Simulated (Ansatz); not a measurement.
# SnO: the cost of one run

Program: Ansatz 0.2.0. PAW datasets, plane waves. Values at 0 K without nuclear motion; spin polarisation is off, and the phase may be a hypothetical one.

1 further run of the same task is left out (for a known fault of the program).

## 1. The cell

The cell was relaxed beforehand with r2SCAN.

Space group F-43m (No. 216), cubic; conventional cell a = 5.416 Å, 19.86 Å³ an atom. Sn has 4 O at 2.35 Å; O has 4 Sn at 2.35 Å.

The structure in full:

```cif
data_structure
_symmetry_space_group_name_H-M 'P 1'
_symmetry_Int_Tables_number 1
_cell_length_a 3.8300
_cell_length_b 3.8300
_cell_length_c 3.8300
_cell_angle_alpha 60.000
_cell_angle_beta 60.000
_cell_angle_gamma 60.000
_cell_volume 39.73
loop_
_atom_site_label
_atom_site_type_symbol
_atom_site_fract_x
_atom_site_fract_y
_atom_site_fract_z
_atom_site_occupancy
Sn1 Sn 0.00000 0.00000 0.00000 1
O1 O 0.25000 0.25000 0.25000 1
```

## 2. PBE bands along the symmetry lines

Input file input.yaml:

```yaml
crystal:
  lattice:
    - [0.0, 2.7082147584, 2.7082147584]
    - [2.7082147584, 0.0, 2.7082147584]
    - [2.7082147584, 2.7082147584, 0.0]
  atoms:
    - { symbol: Sn, position: [0.0, 0.0, 0.0] }
    - { symbol: O, position: [0.25, 0.25, 0.25] }
kpoints:
  mp_grid: { grid: [8, 8, 8] }
  band_path:
    path:
      - [[0.0, 0.0, 0.0], [-0.5, -0.5, 2.022559296106e-33], [-0.375, -0.375, 0.25]]
      - [[-0.375, 3.510669785064e-17, 0.375], [0.0, 0.0, 0.0], [7.45330758914e-18, 7.45330758914e-18, 0.5], [-0.5, -0.25, 0.25], [-0.5, -0.5, 2.022559296106e-33]]
    npoints: 10
hamiltonian:
  xc: pbe
scf:
  occupations: { method: fermi_dirac, width: 0.02 }
  n_extra_bands: 4
output:
  forces: true
  stress: true
  eigenvalues: true
  write_density: true
  write_potential: true
  elf: true
  volumetric_format: npy
```

Launch:

```console
$ ansatz run input.yaml --threads 2 --pin off --max-ram 2211MiB --backend cpu --events-out ev --progress --plain --runs-dir out
```

What time and memory should one allow on 2 threads of Arm Neoverse N1, shared host?

About 3.5 s, with a peak of 0.32 GiB.
